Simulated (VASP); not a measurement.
WS2, a slab with vacuum:

```
W S
1.0
     3.18352    0.00000    0.00000
    -1.59176    2.75701    0.00000
     0.00000    0.00000   16.95058
W S
1 2
Direct
  0.00000 0.00000 0.00000
  0.33333 0.66667 0.09200
  0.33333 0.66667 0.90800
```

```yaml
Program: VASP 6.6.1
Task: single point
Functional: PBEsol
Potentials_or_basis: VASP PAW PBE potentials, release 64 (W_sv, S)
Cutoff: 520 eV
k_mesh: 10 × 10 × 2
Occupations: fermi-dirac, width 0.05 eV
Spin: no spin polarisation
```

On this cell: largest force 0.104 eV/Å; band gap on the k mesh 1.99 eV, indirect (least direct gap 2.15 eV).

The same run follows on a disturbed copy (atoms moved at random, drawn with an rms of 0.05 Å):

```
W S
1.0
     3.18352    0.00000    0.00000
    -1.59176    2.75701    0.00000
     0.00000    0.00000   16.95058
W S
1 2
Direct
  0.99775 0.00096 0.99765
  0.33985 0.65947 0.09287
  0.33153 0.65848 0.90878
```

Q: What changes?

A: The energy moves by +20.8 meV/atom; largest force 1.885 eV/Å; band gap on the k mesh 1.92 eV, indirect (least direct gap 2.13 eV).

Forces in eV/Å, atoms in the order of the input:
```
W    0.568 -0.509  1.723
S   -0.369  0.205 -0.913
S   -0.199  0.304 -0.811
```

Caveats: the PAW data sets were made with another functional, which shifts forces and pressure a little; spin-orbit coupling is left out, which moves the levels of the heavy elements.

A k mesh can miss the band edges.
